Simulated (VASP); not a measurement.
Input of a VASP 6.6.1 run:

The input INCAR:

```
PREC = Accurate
ENCUT = 520
EDIFF = 1E-6
ISMEAR = -1
SIGMA = 0.02
LREAL = F
LASPH = T
NELM = 60
ALGO = Fast
ISIF = 2
LWAVE = F
LCHARG = T
GGA = PE
LELF = T
LVHAR = T
NBANDS = 24
```

Contents of KPOINTS:

```
Automatic mesh
0
Gamma
  6 6 4
```

POSCAR

```
BaTe
1.0
    5.8461693382      0.0000000000      0.0000000000
   -2.9230846691      5.0629311617      0.0000000000
    0.0000000000      0.0000000000      7.0354395630
Ba Te
2 2
Direct
    0.3333333333      0.6666666667     -0.0625000000
    0.6666666667      0.3333333333      0.4375000000
    0.3333333333      0.6666666667      0.4375000000
    0.6666666667      0.3333333333      0.9375000000
```

Potentials or basis: VASP PAW PBE potentials, release 64 (Ba_sv, Te).

Command:

```bash
$ cat potpaw_PBE.64/Ba_sv/POTCAR potpaw_PBE.64/Te/POTCAR > POTCAR
$ mpirun -np 1 vasp_std > vasp.out
```

Question: Predict the pressure.

Answer: 1.1 GPa.

Question: What does it give for the band gap on the k mesh?

Answer: 1.86 eV, indirect (least direct gap 2.11 eV).

Stress tensor (GPa, compression positive):
```
1.54 0.00 0.00
0.00 1.54 0.00
0.00 0.00 0.32
```

Caveat: spin-orbit coupling is left out, which moves the levels of the heavy elements. A k mesh can miss the band edges.
